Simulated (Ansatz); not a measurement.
Take Sb2Te3 in the Bi2Te3 type structure (space group R-3m, No. 166; a = 4.2871 Å, c = 30.9297 Å (hexagonal axes)) as the base.

Structures relaxed with r2SCAN+rVV10, PAW, 500 eV (Ansatz, a program for electronic structure; spin-orbit coupling left out), earlier PAW set.

Base:

Simulated powder pattern, Co Kα, λ = 1.79026 Å (kinematic, ideal powder, no thermal factors, no anomalous dispersion; the 10 strongest lines at most, above 2 %, up to 2θ = 90°):

| 2θ (°) | I/Imax (%) | hkl |
|---|---|---|
| 32.66 | 100 | (015) |
| 44.26 | 33 | (1 0 10) |
| 49.37 | 35 | (110) |
| 53.08 | 7.1 | (1 0 13) |
| 60.46 | 18 | (205) |
| 68.44 | 9.4 | (0 2 10) |
| 74.08 | 9.5 | (1 1 15) |
| 81.70 | 15 | (125) |
| 83.77 | 7.6 | (1 1 18) |
| 88.93 | 10.0 | (2 1 10) |

The change: the cell is scaled by 0.9823 in all directions; the atoms relax in the strained cell.

After the change:

Simulated powder pattern, Co Kα, λ = 1.79026 Å (kinematic, ideal powder, no thermal factors, no anomalous dispersion; the 10 strongest lines at most, above 2 %, up to 2θ = 90°):

| 2θ (°) | I/Imax (%) | hkl |
|---|---|---|
| 33.27 | 100 | (015) |
| 45.10 | 37 | (1 0 10) |
| 50.32 | 34 | (110) |
| 52.45 | 5.9 | (0 0 15) |
| 54.12 | 3.9 | (1 0 13) |
| 61.66 | 17 | (205) |
| 69.85 | 10 | (0 2 10) |
| 75.64 | 12 | (1 1 15) |
| 83.50 | 15 | (125) |
| 85.64 | 4.6 | (1 1 18) |

The indices refer to the base's conventional cell; one index is shown for lines that coincide.

Stability against distortions was not tested.
